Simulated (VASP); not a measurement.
# AgCl (zincblende), PBEsol relaxation of cell and atoms: Ansatz's output and VASP's

Start cell

```
CELL_PARAMETERS angstrom
0.00000 3.02936 3.02936
3.02936 0.00000 3.02936
3.02936 3.02936 0.00000
ATOMIC_POSITIONS crystal
Ag 0.00000 0.00000 0.00000
Cl 0.25000 0.25000 0.25000
```

Ansatz printed

```
basis re-selected at this cell: Δ(F+E_penalty+E_count) = +6.346e-4 eV, ΔP = +0.004 GPa vs the last step (what re-selecting the basis moved, of the pressure what is left beyond the Pulay correction that the steps carried, after the strain that the cell walked since its last selection, with what the two solves' SCF thresholds leave and, on support functions, any second-order correction that the steps lacked; it is no measure of the basis error at this ecutwfc). This SCF's stress stands 4.28e-3 GPa from its target on what of the cell is left free (relax.cell.stress_tol is 5.00e-2 GPa) and its largest allowed force component is 1.39e-17 eV/Å (relax.f_tol is 5.00e-3 eV/Å): within both
SCF converged after 6 iterations
Free energy (F): -8583.769745 eV
Harris-Foulkes:  -8583.769745 eV  (|F-HF|=1.82e-12)
Internal energy: -8583.769745 eV  (E = F + TS)
E sigma→0 (E₀):  -8583.769745 eV
Fermi energy:    6.296379 eV
--- Per-component energies (eV) ---
  E_band       = -421.200673
  E_kinetic    = 688.881098
  E_local      = -3663.288035  (includes V_loc(G=0)·N_el)
  E_nonlocal   = 115.087942
  E_hartree    = 1602.052587
  E_xc         = -287.341841
  E_vxc        = -352.655630  (∫ρ·V_xc dr)
  E_paw        = -4479.561590  (= ΣΔE_a)
  E_vpaw       = -413.331604  (= ΣTr[D̂ρ^β])
  E_aug_tail   = 0.000384  (compensation charges beyond the density's cutoff)
  E_ewald      = -2560.001462
  E_core_change = 0.401171  (= ΣΔE_core)
  E_smearing   = -0.000000  (= −TS)
  E_closure    = -0.000000  (closes the sum)
  Σ components = -8583.769745   (vs F -8583.769745, Δ=0.00e0)
--- Forces (eV/Å), atoms counted from 1 ---
  atom   1  Ag     0.00000000     0.00000000     0.00000000
  atom   2  Cl    -0.00000000     0.00000000     0.00000000
  max |Σ_I F_I| component: 1.04e-16 eV/Å
--- Stress (GPa, compression-positive) ---
       -0.004277      -0.000000      -0.000000
       -0.000000      -0.004277       0.000000
       -0.000000      -0.000000      -0.004277
  P = ⅓ Tr σ = -0.0043 GPa (-0.043 kbar)
--- Relaxed structure (4 steps of the walk, 4 accepted, 1 SCFs on fresh bases) ---
  F+E_penalty+E_count = -8583.76974450 eV   max|allowed force component| = 1.388e-17 eV/Å   (the final SCF, on the basis selected at the relaxed cell)
  cell:  # Å, volume = 50.9988 Å³
    - [5.095372032895576e-35, 2.943359567008663, 2.943359567008663]
    - [2.943359567008663, 6.623983642764269e-34, 2.943359567008663]
    - [2.943359567008663, 2.943359567008663, 1.834333931842412e-33]
  atoms:
    - { symbol: Ag, position: [-2.9569204124533407e-34, 4.65226559854081e-34, 3.930419406027005e-34] }
    - { symbol: Cl, position: [0.25, 0.25, 0.25] }
```

The two codes use different PAW datasets and cutoffs. VASP's cell holds 18 valence electrons and Ansatz's 26.

Question: What does VASP give for the same cell and level of theory?

Answer: relaxed cell vector lengths 4.161, 4.161, 4.161 Å; relaxed cell volume 50.93 Å³.

From OUTCAR

```
k-points           NKPTS =     16   k-points in BZ     NKDIM =     16   number of bands    NBANDS=     16

   NELECT =      18.0000    total number of electrons

   dimension x,y,z NGX =    36 NGY =   36 NGZ =   36
   dimension x,y,z NGXF=    72 NGYF=   72 NGZF=   72

  energy-cutoff  :      600.00
  volume of cell :       50.93
      direct lattice vectors                 reciprocal lattice vectors
     0.000000000  2.942105428  2.942105428    -0.169946323  0.169946323  0.169946323
     2.942105428  0.000000000  2.942105428     0.169946323 -0.169946323  0.169946323
     2.942105428  2.942105428  0.000000000     0.169946323  0.169946323 -0.169946323

 k-points in reciprocal lattice and weights: KPOINTS created by Atomic Simulation Env
   0.00000000  0.00000000  0.00000000       0.005
   0.16666667  0.00000000  0.00000000       0.037
   0.33333333  0.00000000  0.00000000       0.037
   0.50000000  0.00000000  0.00000000       0.019
   0.16666667  0.16666667  0.00000000       0.028
   0.33333333  0.16666667  0.00000000       0.111
   0.50000000  0.16666667  0.00000000       0.111
  -0.33333333  0.16666667  0.00000000       0.111
   ...

 E-fermi :   2.6143

 k-point     1 :       0.0000    0.0000    0.0000
  band No.  band energies     occupation
      1     -12.9523      2.00000
      2      -2.2628      2.00000
      3      -2.2628      2.00000
      4      -2.2628      2.00000
      5      -0.1433      2.00000
      6      -0.1433      2.00000
      7       2.2012      2.00000
      8       2.2012      2.00000
      9       2.2012      2.00000
     10       3.2345      0.00000
     11      10.1284      0.00000
     12      10.1284      0.00000
     13      10.1284      0.00000
     14      14.8300      0.00000
     15      14.8300      0.00000
     16      15.0995      0.00000

 k-point     2 :       0.1667    0.0000    0.0000
  band No.  band energies     occupation
      1     -12.8995      2.00000
      2      -2.3436      2.00000
      3      -2.2074      2.00000
      4      -2.2074      2.00000
      5      -0.1502      2.00000
      6      -0.1502      2.00000
      7       1.5024      2.00000
      8       2.0583      2.00000
      9       2.0583      2.00000
     10       4.1053      0.00000
     11       9.3989      0.00000
     12      10.3734      0.00000
     13      10.3734      0.00000
     14      14.0535      0.00000
     15      14.0535      0.00000
     16      15.0434      0.00000

 k-point     3 :       0.3333    0.0000    0.0000
  band No.  band energies     occupation
      1     -12.7919      2.00000
      2      -2.4053      2.00000
      3      -2.1026      2.00000
      4      -2.1026      2.00000
      5      -0.1182      2.00000
      6      -0.1182      2.00000
      7       0.5217      2.00000
      8       1.7414      2.00000
      9       1.7414      2.00000
     10       5.3405      0.00000
     11       8.7576      0.00000
     12      10.5658      0.00000
     13      10.5658      0.00000
     14      14.1931      0.00000
     15      14.3245      0.00000
     16      14.3245      0.00000

 k-point     4 :       0.5000    0.0000    0.0000
  band No.  band energies     occupation
      1     -12.7373      2.00000
      2      -2.3726      2.00000
      3      -2.0547      2.00000
      4      -2.0547      2.00000
      5      -0.0681      2.00000
      6      -0.0681      2.00000
      7       0.0386      2.00000
      8       1.5571      2.00000
      9       1.5571      2.00000
     10       5.8168      0.00000
     11       8.8202      0.00000
     12      10.5077      0.00000
     13      10.5077      0.00000
     14      14.0410      0.00000
     15      15.5818      0.00000
     16      15.5818      0.00000

 k-point     5 :       0.1667    0.1667    0.0000
  band No.  band energies     occupation
      1     -12.8820      2.00000
      2      -2.4141      2.00000
      3      -2.1596      2.00000
      4      -2.1596      2.00000
      5      -0.2145      2.00000
      6      -0.1000      2.00000
      7       1.6193      2.00000
      8       1.8432      2.00000
      9       1.8432      2.00000
     10       4.3787      0.00000
     11       9.1205      0.00000
     12      10.5649      0.00000
     13      10.5649      0.00000
     14      12.5797      0.00000
     15      14.8680      0.00000
     16      17.0398      0.00000

 k-point     6 :       0.3333    0.1667    0.0000
  band No.  band energies     occupation
      1     -12.7930      2.00000
      2      -2.4706      2.00000
      3      -2.0680      2.00000
      4      -2.0420      2.00000
      5      -0.2219      2.00000
      6      -0.0611      2.00000
      7       0.8179      2.00000
      8       1.5014      2.00000
      9       1.6013      2.00000
     10       5.5117      0.00000
     11       8.5992      0.00000
     12      10.3051      0.00000
     13      10.9480      0.00000
     14      12.6873      0.00000
     15      14.9297      0.00000
     16      16.1568      0.00000

 ...

  Total       -0.0029470     -0.0029470     -0.0029470      0.0000000      0.0000000     -0.0000000
  in kB       -0.0927009     -0.0927009     -0.0927009      0.0000000      0.0000000     -0.0000000
  external PRESSURE =      -0.0927009 kB  Pullay stress =       0.0000000 kB

 POSITION                                       TOTAL-FORCE (eV/Angst)
 -----------------------------------------------------------------------------------
      2.94211      2.94211      0.00000         0.000000      0.000000      0.000000
      1.47105      1.47105      1.47105        -0.000000     -0.000000     -0.000000
 -----------------------------------------------------------------------------------
    total drift:                                0.000000      0.000000      0.000000

  FREE ENERGIE OF THE ION-ELECTRON SYSTEM (eV)
  ---------------------------------------------------
  free  energy   TOTEN  =        -6.0272498700 eV

  energy  without entropy=       -6.0272498700  energy(sigma->0) =       -6.02724987
```
